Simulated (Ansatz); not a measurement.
# How settings move the G0W0 gap of PbS (Cmcm)

PbS (Cmcm) from a database of computed structures, relaxed with r2SCAN+rVV10; one-shot G0W0 in Ansatz without spin-orbit coupling. Spin-unpolarised throughout; all numbers are computed.

```
Pb S
1.0
     2.06375   -5.86928    0.00000
     2.06375    5.86928    0.00000
     0.00000    0.00000    4.26044
Pb S
2 2
Direct
  0.87228 0.12772 0.75000
  0.12772 0.87228 0.25000
  0.64368 0.35632 0.75000
  0.35632 0.64368 0.25000
```

Gaps are read over the mesh points alone. G0W0 values are finite-basis, finite-mesh values.
```
 start       potentials      frequency model   mesh  empty bands  screening cutoff (eV)  Kohn-Sham gap (eV)  G0W0 gap (eV)
r2SCAN              PAW  contour deformation  4×4×4          308                    120                1.52           1.78
r2SCAN              PAW  contour deformation  4×4×4          764                    220                1.52           1.89
r2SCAN              PAW  contour deformation  4×4×4         1404                    300                1.52           1.93
 HSE06              PAW  contour deformation  4×4×4          764                    220                1.80           1.99
   PBE              PAW  contour deformation  4×4×4          764                    220                1.26           1.73
  PBE0              PAW  contour deformation  4×4×4          764                    220                2.42           2.14
r2SCAN              PAW     Godby-Needs pole  4×4×4          764                    220                1.52           1.86
r2SCAN              PAW  contour deformation  6×6×6          167                     80                1.43           1.59
r2SCAN  norm-conserving  contour deformation  4×4×4          764                    220                1.53           1.85
```

Over the mesh points the r2SCAN gap of 1.52 eV becomes a quasiparticle gap of 1.93 eV (Z to Y), a change of +0.41 eV. Renormalisation factors Z lie between 0.73 and 0.80.

Raising bands and cutoff together moves the gap by +0.11 eV (120 to 220 eV), then +0.04 eV (220 to 300 eV); the last step is small, which bounds nothing strictly. Starting from HSE06 (1.80 eV against r2SCAN's 1.52 eV) gives 1.99 eV, +0.10 eV from G0W0@r2SCAN at the same screening cutoff. Starting from PBE (1.26 eV against r2SCAN's 1.52 eV) gives 1.73 eV, -0.16 eV from G0W0@r2SCAN at the same screening cutoff. Starting from PBE0 (2.42 eV against r2SCAN's 1.52 eV) gives 2.14 eV, +0.25 eV from G0W0@r2SCAN at the same screening cutoff. The Godby-Needs plasmon pole differs from contour deformation by -0.03 eV. Norm-conserving potentials (wave cutoff 850 eV against 500 eV) shift the quasiparticle gap by -0.04 eV and the r2SCAN gap by +0.01 eV. r2SCAN runs take a wave cutoff of 500 eV.

The program warns that the k mesh is coarse for exact exchange in some of these runs, so their gaps aren't converged.
